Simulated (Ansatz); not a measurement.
# AlN: the cost of one run

Program: Ansatz 0.2.0. Level of theory: DFT PBEsol, scalar-relativistic, plane waves, PAW. These are calculated values, not measurements.

17 further runs of the same task are left out: 17 set aside as unsound or not needed.

### Step 1. The structure to begin with

Symmetry: Fm-3m, No. 225, cubic system. The conventional cell has a = 4.045 Å, b = 4.045 Å, c = 4.045 Å, α = 90.00°, β = 90.00°, γ = 90.00°. Around Al (site symmetry m-3m) lie 6 N at 2.02 Å. Around N (site symmetry m-3m) lie 6 Al at 2.02 Å.

Coordinates:

```
CELL_PARAMETERS angstrom
0.00000 2.02227 2.02227
2.02227 0.00000 2.02227
2.02227 2.02227 0.00000
ATOMIC_POSITIONS crystal
Al 0.50000 0.50000 0.50000
N 0.00000 0.00000 0.00000
```

It goes back to an entry of the Materials Project, which need not be the stable form.

This cell was relaxed beforehand with the same method: volume 8.27 Å³/atom, gap on the mesh 4.55 eV.

### Step 2. The scan

The energy is mapped over volume and the cell's shape.

The axes are (1) volume per atom: 7 values from 6.95 to 9.59 Å³; (2) length along [111] over the lengths across it, relative to the cubic cell: 7 values from 0.886 to 1.128.

Nothing else is relaxed (symmetry fixes all fractional coordinates). Energies count from the relaxed crystal. Points are written as (first, second).

### Step 3. Grid point (6.95 Å³, 0.886)

Input file input.yaml:

```yaml
crystal:
  lattice:
    - [-0.1504329329, 1.8359174137, 1.8359174137]
    - [1.8359174137, -0.1504329329, 1.8359174137]
    - [1.8359174137, 1.8359174137, -0.1504329329]
  atoms:
    - { symbol: Al, position: [0.5, 0.5, 0.5] }
    - { symbol: "N", position: [0.0, 0.0, 0.0] }
basis:
  ecutwfc: 520.0
kpoints:
  mp_grid: { grid: [10, 10, 10] }
hamiltonian:
  xc: pbesol
  pseudopotentials: { kind: paw, azcp: { folder: soft_1 } }
scf:
  occupations: { method: gaussian, width: 0.05 }
output:
  forces: true
  stress: true
  eigenvalues: true
```

The run is started by

```sh
$ ansatz run input.yaml --threads 1 --pin off --max-ram 2048MiB --backend cpu --events-out ev --progress --plain --runs-dir out
```

Q: Estimate wall time and peak memory on 1 thread of Intel Xeon Platinum 8259CL at 2.50GHz (Skylake/Cascade Lake), shared host.

About 1.5 s, with a peak of 0.33 GiB.
